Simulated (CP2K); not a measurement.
The system is Ir.

```
Ir
1.0
     2.70907    0.00000    0.00000
     1.35453    2.34612    0.00000
     1.35453    0.78204    2.21194
Ir
1
Direct
  0.00000 0.00000 0.00000
```

Base run:

- Program: CP2K 2026.2
- Functional: PBE
- Potentials or basis: GTH_POTENTIALS Ir GTH-PADE-q17; DZVP-MOLOPT-SR-GTH basis
- Density cutoff: 6123 eV
- k mesh: 12 × 12 × 12
- Occupations: fermi-dirac, width 0.05 eV
- Spin: no spin polarisation

Its results: band gap on the k mesh none (metal or under the smearing width); pressure -4.6 GPa.

Q: After a change of settings the same cell gave: band gap on the k mesh none (metal or under the smearing width); pressure 11.4 GPa. Which change was it?
A. potentials or basis from GTH_POTENTIALS Ir GTH-PADE-q17; DZVP-MOLOPT-SR-GTH basis to POTENTIAL_UZH Ir GTH-PBE0-q17; DZVP-MOLOPT-SR-GTH basis; potentials from Ir GTH-PADE-q17 of GTH_POTENTIALS to Ir GTH-PBE0-q17 of POTENTIAL_UZH
B. potentials or basis from GTH_POTENTIALS Ir GTH-PADE-q17; DZVP-MOLOPT-SR-GTH basis to GTH_POTENTIALS Ir GTH-PBE-q17; DZVP-MOLOPT-SR-GTH basis; potentials from Ir GTH-PADE-q17 of GTH_POTENTIALS to Ir GTH-PBE-q17 of GTH_POTENTIALS
C. potentials or basis from GTH_POTENTIALS Ir GTH-PADE-q17; DZVP-MOLOPT-SR-GTH basis to POTENTIAL_UZH Ir GTH-SCAN-q17; DZVP-MOLOPT-SR-GTH basis; potentials from Ir GTH-PADE-q17 of GTH_POTENTIALS to Ir GTH-SCAN-q17 of POTENTIAL_UZH

A: A.

Caveats: spin-orbit coupling is left out, which moves the levels of the heavy elements; the basis of atomic orbitals isn't converged, which shifts pressures, moduli and gaps; the potentials were made for another functional, which shifts forces and pressure (some runs).
